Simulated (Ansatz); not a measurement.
SrVO3:

```
Sr V O
1.0
     3.84090    0.00000    0.00000
     0.00000    3.84090    0.00000
     0.00000    0.00000    3.84090
Sr V O
1 1 3
Direct
  0.50000 0.50000 0.50000
  0.00000 0.00000 0.00000
  0.00000 0.00000 0.50000
  0.00000 0.50000 0.00000
  0.50000 0.00000 0.00000
```

Program: Ansatz 0.2.0. Alike in all runs: potentials or basis Ansatz PAW; spin collinear, ferromagnetic start; cell as given; k mesh 7 × 7 × 7; smearing fermi-dirac 0.05 eV. Hardware: 2 threads of Intel(R) Xeon(R) Processor @ 2.50GHz (Skylake/Cascade Lake), with other jobs on the host.

Order these runs on this cell by their wall time, lowest first.
A. task single point; level PBE; cutoff (eV) 600
B. task single point; level PBE; cutoff (eV) 250
C. task band structure; level RPBE; cutoff (eV) 420; points for each segment of the path 14

B (6.5 s), A (15 s), C (37 s).

Caveats: the starting moments weren't kept; the cutoff lies under the one recommended for these potentials (some runs).
